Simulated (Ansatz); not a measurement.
KBr in the zincblende structure, relaxed with r2SCAN in Ansatz. Space group F-43m (No. 216), cubic; a = 7.377 Å in the conventional setting, 50.17 Å³ an atom. K is surrounded by 4 Br at 3.19 Å; Br is surrounded by 4 K at 3.19 Å.

The axes x, y and z are those of this cell:
```yaml
crystal:
  lattice:
    - [0.00000, 3.68830, 3.68830]
    - [3.68830, 0.00000, 3.68830]
    - [3.68830, 3.68830, 0.00000]
  atoms:
    - { symbol: K, position: [0.00000, 0.00000, 0.00000] }
    - { symbol: Br, position: [0.25000, 0.25000, 0.25000] }
```

Unstrained: The PBE gap is indirect, 4.282 eV (k = (0, 0.229, -1/4) to Γ), below the direct gap of 4.298 eV at Γ. Least and direct gap differ so little that the kind isn't settled. r2SCAN gives an indirect gap of 4.841 eV, from k = (0, 0.229, -1/4) to Γ; the least direct gap is 4.856 eV at Γ. Least and direct gap differ so little that the kind isn't settled. HSE06 gives an indirect gap of 5.392 eV, from k = (0, 0.229, -1/4) to Γ; the least direct gap is 5.405 eV at Γ. Least and direct gap differ so little that the kind isn't settled. Meshes: PBE 6×6×6, r2SCAN 6×6×6, HSE06 4×4×4. Strains are changes of length per length. After each strain the atoms were relaxed again with r2SCAN within the symmetry that the strain leaves, so tilts or polar shifts that break it weren't tested; points keep the names that they have in the unstrained zone. Under uniaxial strain the other axes carry as much stress as the strained one: the cell is very soft in shear and may be mechanically unstable. No spin polarisation. The prototype was imposed, so other structures may be more stable.

(1) Estimate what uniaxial -0.64 % along x, other directions held does to the gap.

(2) For epitaxial -1.87 % in the xy plane, how far does the free direction move, and what happens to the gap?

Results:

(1) PBE: the gap goes from 4.282 to 4.292 eV (+0.010 eV); the edges go from (0, 0.229, -1/4) → Γ to Γ–K (0.67) → Γ. r2SCAN: the gap goes from 4.841 to 4.849 eV (+0.008 eV); the edges go from (0, 0.229, -1/4) → Γ to L → Γ. HSE06: the gap goes from 5.392 to 5.402 eV (+0.010 eV); the edges go from (0, 0.229, -1/4) → Γ to L → Γ. The r2SCAN energy rises by 0.1 meV an atom.

(2) The normal strain at zero normal stress is +3.44 %, 1.84 of the in-plane strain with the sign turned. PBE: the gap goes from 4.282 to 4.257 eV (-0.025 eV); the edges go from (0, 0.229, -1/4) → Γ to (0.271, 0.271, -0.438) → Γ. r2SCAN: the gap goes from 4.841 to 4.815 eV (-0.026 eV); the edges go from (0, 0.229, -1/4) → Γ to (0.271, 0.271, -0.438) → Γ.

Spin-orbit coupling is left out.

Where an edge lies off the special points, it is a point of the mesh or the k point where a search put PBE's edge or least direct gap, reused for the other functionals, whose own edges may lie a little apart.

Coordinates of k points refer to the reciprocal vectors of the primitive cell of the runs.

The meshes of the hybrids are coarse, so their gaps aren't converged to the digits shown.
